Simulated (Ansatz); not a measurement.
## CuI in 3 structures

3 cells of CuI were relaxed with r2SCAN+rVV10 in Ansatz. (Simulation; spin polarisation is off.)

database Cmcm (4 atoms):
```cif
data_structure
_symmetry_space_group_name_H-M 'Cmcm'
_symmetry_Int_Tables_number 63
_cell_length_a 7.0075
_cell_length_b 7.1863
_cell_length_c 4.3220
_cell_angle_alpha 90.000
_cell_angle_beta 90.000
_cell_angle_gamma 90.000
_cell_volume 217.65
loop_
_atom_site_label
_atom_site_type_symbol
_atom_site_symmetry_multiplicity
_atom_site_Wyckoff_symbol
_atom_site_fract_x
_atom_site_fract_y
_atom_site_fract_z
_atom_site_occupancy
Cu1 Cu 4 c 0.50000 0.08320 0.75000 1
I1 I 4 c 0.50000 0.72205 0.75000 1
```

database P4/nmm (4 atoms):
```cif
data_structure
_symmetry_space_group_name_H-M 'P4/nmm:1'
_symmetry_Int_Tables_number 129
_cell_length_a 4.0551
_cell_length_b 4.0551
_cell_length_c 6.3457
_cell_angle_alpha 90.000
_cell_angle_beta 90.000
_cell_angle_gamma 90.000
_cell_volume 104.35
loop_
_atom_site_label
_atom_site_type_symbol
_atom_site_symmetry_multiplicity
_atom_site_Wyckoff_symbol
_atom_site_fract_x
_atom_site_fract_y
_atom_site_fract_z
_atom_site_occupancy
Cu1 Cu 2 a 0.50000 0.50000 0.00000 1
I1 I 2 c 0.50000 0.00000 0.26671 1
```

database P-3m1 (4 atoms):
```cif
data_structure
_symmetry_space_group_name_H-M 'P-3m1'
_symmetry_Int_Tables_number 164
_cell_length_a 4.0948
_cell_length_b 4.0948
_cell_length_c 7.2100
_cell_angle_alpha 90.000
_cell_angle_beta 90.000
_cell_angle_gamma 120.000
_cell_volume 104.69
loop_
_atom_site_label
_atom_site_type_symbol
_atom_site_symmetry_multiplicity
_atom_site_Wyckoff_symbol
_atom_site_fract_x
_atom_site_fract_y
_atom_site_fract_z
_atom_site_occupancy
Cu1 Cu 2 d 0.66667 0.33333 0.59264 1
I1 I 2 d 0.33333 0.66667 0.76450 1
```

Energies are counted from the lowest cell, each relaxed with the functional named (k spacing about 0.3 1/Å); gaps are on the r2SCAN+rVV10 cells (d direct, i indirect).

| structure | space group | volume (Å³/atom) | E, r2SCAN+rVV10 (meV/atom) | E, PBE-D3(BJ) (meV/atom) | E, PBE-D4 (meV/atom) | gap, PBE (eV) | gap, r2SCAN (eV) | gap, HSE06 (eV) | gap, PBE0 (eV) |
| --- | --- | --- | --- | --- | --- | --- | --- | --- | --- |
| database Cmcm (4 atoms) | Cmcm | 27.21 | 71 | 75 | 75 | 0.95 d (Γ) | 1.36 d (Γ) | 2.21 d (Γ) | 2.89 d (Γ) |
| database P4/nmm (4 atoms) | P4/nmm | 26.09 | 14 | 13 | 13 | 1.58 d (Γ) | 2.08 d (Γ) | 2.92 d (Γ) | 3.60 d (Γ) |
| database P-3m1 (4 atoms) | P-3m1 | 26.17 | 0 | 0 | 0 | 1.66 d (Γ) | 2.14 d (Γ) | 2.94 d (Γ) | 3.62 d (Γ) |

Among these cells the lowest with r2SCAN+rVV10 is database P-3m1 (4 atoms), 14 meV an atom below the next, database P4/nmm (4 atoms). Other structures, not computed here, could lie lower. PBE-D3(BJ), PBE-D4 agree on the lowest cell.

Against database P-3m1 (4 atoms) (HSE06 gap 2.94 eV): database Cmcm (4 atoms) -0.73 eV at +3.9 % volume; database P4/nmm (4 atoms) -0.02 eV at -0.3 % volume.

No spin-orbit coupling is included; it can move band edges with weight on the heavy atoms by tenths of an eV.

The meshes of the hybrids are coarse, so their gaps aren't converged to the digits shown.
